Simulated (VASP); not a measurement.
Wanted: the native input for a VASP 6.6.1 run.

```
Task                   : single point
Functional             : PBE
Potentials or basis    : VASP PAW PBE potentials, release 64 (Hg_sv_GW, Se_GW)
Cutoff                 : 350 eV
k mesh                 : 3 × 3 × 3
Occupations            : gaussian, width 0.02 eV
Spin                   : no spin polarisation
Further INCAR settings : ALGO = Normal; EDIFF = 1e-07
```

The structure of HgSe lies in POSCAR:

```
HgSe
1.0
    0.0000000000      3.0390000000      3.0390000000
    3.0390000000      0.0000000000      3.0390000000
    3.0390000000      3.0390000000      0.0000000000
Hg Se
1 1
Direct
    0.0000000000      0.0000000000      0.0000000000
    0.7500000000      0.7500000000      0.7500000000
```

The input as run:

INCAR

```
SYSTEM = HgSe
  ALGO = Normal
  EDIFF = 1E-7
  ENCUT = 350
  GGA = PE
  ISIF = 2
  ISMEAR = 0
  LASPH = .TRUE.
  LCHARG = .FALSE.
  LREAL = .FALSE.
  LWAVE = .FALSE.
  NELM = 60
  PREC = Accurate
  SIGMA = 0.02
```

KPOINTS

```
k-points
0
G
  3 3 3
  0 0 0
```

Potentials or basis: VASP PAW PBE potentials, release 64 (Hg_sv_GW, Se_GW).

Command:

```sh
$ cat potpaw_PBE.64/Hg_sv_GW/POTCAR potpaw_PBE.64/Se_GW/POTCAR > POTCAR
$ mpirun -np 1 vasp_std > vasp.out
```

It gave:

The pressure is 5.4 GPa and the band gap on the k mesh is none (metal or under the smearing width).

Caveat: the k mesh is coarse (spacing up to 0.60 Å⁻¹), so the values aren't converged.

Wall time 11 s on 1 thread of Intel(R) Xeon(R) Platinum 8488C (Sapphire Rapids), on a shared host, peak memory 0.15 GiB.
